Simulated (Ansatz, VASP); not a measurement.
**MgS (Niningerite): VASP beside Ansatz**

```
Mg S
1.0
     0.00000    2.63671    2.63671
     2.63671    0.00000    2.63671
     2.63671    2.63671    0.00000
Mg S
1 1
Cartesian
  0.0000 0.0000 0.0000
  2.6367 2.6367 2.6367
```

Alike in both runs: functional r2SCAN; k mesh 10 × 10 × 10; occupations fermi-dirac, width 0.02 eV; no spin polarisation.

Ansatz relaxed the structure, and its values are those at the end. VASP's run is a single point on that final structure, the one shown.

|  | VASP | Ansatz |
| --- | --- | --- |
| version | VASP 6.6.1 | Ansatz 0.2.0 |
| potentials or method | VASP PAW PBE potentials, release 64 (Mg, S) | PAW plane waves |
| plane-wave cutoff (eV) | 520 | 500 |
| valence electrons in the cell | 8 | 16 |

```csv
,VASP,Ansatz,Ansatz less VASP
gap on the k mesh at the Fermi level (eV),3.35,3.38,+0.038
pressure (GPa),-3.4,-2.9,+0.51
```

The functional is the same, so the differences come from potentials, cutoffs and numerics. The two sets of potentials don't hold the same shells in valence. Ansatz warned: «stress_scf_threshold_loose».

Caveats: the PAW data sets were made with another functional, which shifts forces and pressure a little (VASP). r2SCAN opens gaps a little over a GGA but as a rule still falls short of measured ones. A k mesh can miss the band edges.
